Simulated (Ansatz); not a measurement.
# HfC (antiNiAs): other levels of theory at one geometry

An exercise on one series of results from a longer session: the logs are not shown, and one member is left open.

Computed with Ansatz 0.2.0 (DFT at several levels, plane waves, PAW, unless a step's input says otherwise).

1 further run of the same task is left out (it didn't finish). Runs told in other sessions of the task aren't counted.

## The system as given

It takes space group P6_3/mmc (No. 194, hexagonal). Conventional cell: a = 3.330 Å, b = 3.330 Å, c = 5.227 Å, α = 90.00°, β = 90.00°, γ = 120.00°. Hf (site symmetry -6m2) has 6 C at 2.32 Å in its first shell of neighbours. C (site symmetry -3m) has 6 Hf at 2.32 Å in its first shell of neighbours.

Coordinates:

```cif
data_structure
_symmetry_space_group_name_H-M 'P6_3/mmc'
_symmetry_Int_Tables_number 194
_cell_length_a 3.3299
_cell_length_b 3.3299
_cell_length_c 5.2275
_cell_angle_alpha 90.000
_cell_angle_beta 90.000
_cell_angle_gamma 120.000
_cell_volume 50.20
loop_
_atom_site_label
_atom_site_type_symbol
_atom_site_symmetry_multiplicity
_atom_site_Wyckoff_symbol
_atom_site_fract_x
_atom_site_fract_y
_atom_site_fract_z
_atom_site_occupancy
Hf1 Hf 2 c 0.33333 0.66667 0.25000 1
C1 C 2 a 0.00000 0.00000 0.00000 1
```

An earlier run at PBE left this cell at 12.550 Å³/atom and 0.01 GPa (12×12×8 mesh), a metal on this mesh.

Levels to run: PBE+SOC; r²SCAN; PBEsol; LDA. Hardware: 2 threads of Arm Neoverse V2, shared host.

The first run:

input.yaml

```yaml
crystal:
  lattice:
    - [3.3299329653, 0.0, 0.0]
    - [-1.6649664827, 2.8838065409, 0.0]
    - [0.0, 0.0, 5.2274907433]
  atoms:
    - { symbol: Hf, position: [0.3333333333, 0.6666666667, 0.25] }
    - { symbol: Hf, position: [0.6666666667, 0.3333333333, 0.75] }
    - { symbol: C, position: [0.0, 0.0, 0.0] }
    - { symbol: C, position: [0.0, 0.0, 0.5] }
basis:
  ecutwfc: 420
  ecutrho_ratio: 4
kpoints:
  mp_grid: { grid: [12, 12, 8] }
hamiltonian:
  xc: pbe
scf:
  occupations: { method: gaussian, width: 0.05 }
output:
  forces: true
  stress: true
  eigenvalues: true
  populations: true
  dos: { projected: true, de: 0.02 }
  write_density: true
  write_potential: true
  elf: true
  volumetric_format: npy
magnetization:
  noncollinear: true
  spin_orbit: true
```

Launch:

```sh
ansatz run input.yaml --threads 2 --pin off --max-ram 2662MiB --backend cpu --events-out ev --progress --plain --runs-dir out
```

Among the steps run: PBE+SOC; r²SCAN; PBEsol; LDA.

One of the session's tables, all rows but one given; the rest of the session is left out.

| level | pressure (GPa) |
| --- | --- |
| PBE | 0.0 |
| LDA | -12.0 |
| PBEsol | ? |
| PBE+SOC | -0.5 |
| r²SCAN | -2.0 |

**Question.** Estimate the row for PBEsol.

**Answer.** pressure (GPa): -6.7. In the column «pressure (GPa)» it lies between LDA (-12.0) and r²SCAN (-2.0).

The pressure runs from -12.0 GPa (LDA) to 0.0 GPa (PBE); a negative pressure means that level wants a smaller cell, a positive one a larger cell. Total energies of different levels have different zeros and can't be compared.
